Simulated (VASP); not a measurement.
The system is Cu2O (Cuprite).

```
CELL_PARAMETERS angstrom
4.26000 0.00000 0.00000
0.00000 4.26000 0.00000
0.00000 0.00000 4.26000
ATOMIC_POSITIONS crystal
Cu 0.25000 0.25000 0.25000
Cu 0.25000 0.75000 0.75000
Cu 0.75000 0.75000 0.25000
Cu 0.75000 0.25000 0.75000
O 0.00000 0.00000 0.00000
O 0.50000 0.50000 0.50000
```

- Program: VASP 6.6.1
- Task: relaxation of cell and atoms
- Functional: PBEsol
- Potentials or basis: VASP PAW PBE potentials, release 64 (Cu, O)
- Cutoff: 600 eV
- k mesh: 6 × 6 × 6
- Occupations: gaussian, width 0.03 eV
- Spin: no spin polarisation

At the start: pressure -2.5 GPa; volume 12.88 Å³/atom.

Q: Where does the relaxation end?

A: Over 3 steps the energy falls by 2.1 meV/atom and the volume is 12.62 Å³/atom (-2.0 %); space group Pn-3m (No. 224, to 0.05 Å).

The path:
| step | energy change (eV) | largest force (eV/Å) | pressure (GPa) | volume (Å³) |
| --- | --- | --- | --- | --- |
| 1 | 0.0000 | 0.0000 | -2.52 | 77.31 |
| 2 | -0.0099 | 0.0000 | 1.14 | 75.07 |
| 3 | -0.0125 | 0.0000 | 0.04 | 75.75 |

Final structure:
```cif
data_structure
_symmetry_space_group_name_H-M 'P 1'
_symmetry_Int_Tables_number 1
_cell_length_a 4.2311
_cell_length_b 4.2311
_cell_length_c 4.2311
_cell_angle_alpha 90.000
_cell_angle_beta 90.000
_cell_angle_gamma 90.000
_cell_volume 75.75
loop_
_atom_site_label
_atom_site_type_symbol
_atom_site_fract_x
_atom_site_fract_y
_atom_site_fract_z
_atom_site_occupancy
Cu1 Cu 0.25000 0.25000 0.25000 1
Cu2 Cu 0.25000 0.75000 0.75000 1
Cu3 Cu 0.75000 0.75000 0.25000 1
Cu4 Cu 0.75000 0.25000 0.75000 1
O1 O 0.00000 0.00000 0.00000 1
O2 O 0.50000 0.50000 0.50000 1
```

Caveat: the PAW data sets were made with another functional, which shifts forces and pressure a little.
